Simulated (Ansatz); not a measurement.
**Rh: do energies and stresses tell the same story?**

All numbers below come from DFT r2SCAN, scalar-relativistic, plane waves, PAW (Ansatz 0.2.0).

Settings: cutoff 500 eV, Γ-centred mesh 18×18×6 on the computed 4-atom cell, Gaussian smearing of 0.10 eV; no spin polarisation.

Relaxed cell: P6_3/mmc, a = 2.689 Å, b = 2.689 Å, c = 8.777 Å, α = 90.00°, β = 90.00°, γ = 120.00°, 4 atoms in the primitive cell. This form isn't the element's structure at ambient conditions.

Energies at zero smearing and pressures from the stress tensor, at volumes with shape and atoms relaxed:
```csv
V (Å³/atom),E − E(first) (meV/atom),P (GPa)
12.915,0.00,20.37
13.327,-37.53,9.25
13.739,-48.91,-0.01
14.152,-38.54,-7.70
14.564,-10.11,-14.08
```

Task: Check P = −dE/dV between neighbouring volumes, and get the bulk modulus from the pressures alone.

Result: With 1 eV/Å³ = 160.2 GPa:
```tsv
middle V (Å³/atom)	−ΔE/ΔV (GPa)	mean P (GPa)
13.121	14.589	14.811
13.533	4.424	4.620
13.946	-4.031	-3.855
14.358	-11.051	-10.890
```

The two differ by 0.22 GPa at most. The mean of two end pressures misses the average over a step by about ΔV² P″/12, up to 0.17 GPa here; with that taken off 0.06 GPa remains. The stress is the derivative of the free energy, not of the energy at zero smearing, and with free energies 0.00 GPa remains. Around V = 13.739 Å³/atom, the two neighbours give B = −V ΔP/ΔV = 13.739 × 16.95 / 0.824 = 282.5 GPa, against B0 = 281.2 GPa from the Birch–Murnaghan fit of the energies.